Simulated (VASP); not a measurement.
A run of VASP 6.6.1:

INCAR

```
  ALGO = Fast
  DIPOL = 0.5 0.5 0.500
  EDIFF = 1E-7
  ENCUT = 520
  GGA = PE
  IDIPOL = 3
  ISIF = 2
  ISMEAR = 0
  IVDW = 12
  LASPH = True
  LCHARG = False
  LDIPOL = True
  LREAL = False
  LWAVE = False
  NBANDS = 18
  NELM = 100
  PREC = Accurate
  SIGMA = 0.02
```

Contents of KPOINTS:

```
k-points
0
Gamma
  9 9 1
```

The input POSCAR:

```
HfS2
1.0
    3.6183309672      0.0000000000      0.0000000000
   -1.8091654836      3.1335665369      0.0000000000
    0.0000000000      0.0000000000     31.8244159702
S Hf
2 1
Direct
    0.6666666667      0.3333333333      0.4542712592
    0.3333333333      0.6666666667      0.5457287408
    0.0000000000      0.0000000000      0.5000000000
```

Potentials or basis: VASP PAW PBE potentials, release 64 (S, Hf_pv).

Launch:

```sh
$ cat potpaw_PBE.64/S/POTCAR potpaw_PBE.64/Hf_pv/POTCAR > POTCAR
$ mpirun -np 1 vasp_std > vasp.out
```

Hardware: 1 thread of Intel(R) Xeon(R) 6975P-C (Granite Rapids), with other jobs on the host.

Estimate the wall time of this run.

Run time: 98 s on 1 thread of Intel(R) Xeon(R) 6975P-C (Granite Rapids) (shared host), peak memory 0.48 GiB. Counts: scf iterations 26, k points 12.
